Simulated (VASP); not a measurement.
Set up this calculation in VASP 6.6.1, as the native input.

- Task: single point
- Functional: PBE
- Potentials or basis: VASP PAW PBE potentials, release 64 (Pt, Fe)
- Cutoff: 520 eV
- k mesh: 10 × 10 × 7
- Occupations: fermi-dirac, width 0.05 eV
- Spin: collinear spin, ferromagnetic start
- Starting moments: [0.0, 4.5] μB
- Further INCAR settings: ALGO = Fast; EDIFF = 1e-07

The structure of FePt (Tetraferroplatinum) lies in POSCAR:

```
FePt
1.0
    2.7235000000      0.0000000000      0.0000000000
    0.0000000000      2.7235000000      0.0000000000
    0.0000000000      0.0000000000      3.7200000000
Pt Fe
1 1
Direct
    0.5000000000      0.5000000000      0.5000000000
    0.0000000000      0.0000000000      0.0000000000
```

One way to write it, as run:

INCAR

```
PREC = Accurate ; ENCUT = 520
EDIFF = 1E-7 ; ISMEAR = -1
SIGMA = 0.05 ; LREAL = F
LASPH = T ; NELM = 100
ALGO = Fast ; ISIF = 2
LWAVE = F ; LCHARG = T
ISPIN = 2 ; MAGMOM = 0 4.5
LORBIT = 11 ; LMAXMIX = 4
GGA = PE ; LELF = T
LVHAR = T
```

KPOINTS

```
regular mesh
0
Gamma
  10 10 7
```

Potentials or basis: VASP PAW PBE potentials, release 64 (Pt, Fe).

Launch:

```sh
$ cat potpaw_PBE.64/Pt/POTCAR potpaw_PBE.64/Fe/POTCAR > POTCAR
$ mpirun -np 1 vasp_std > vasp.out
```

It gave:

```
Pressure                                              : 3.0 GPa
Band gap on the k mesh                                : none (metal or under the smearing width)
Net moment                                            : 3.27 μB per cell
Site moments                                          : Pt +0.34; Fe +2.92 μB
Valence electrons inside the program's atomic spheres : Pt 9.44; Fe 6.99
```

Run time: 62 s on 1 thread of Intel(R) Xeon(R) Platinum 8259CL CPU @ 2.50GHz (Skylake/Cascade Lake) (shared host), peak memory 0.19 GiB.
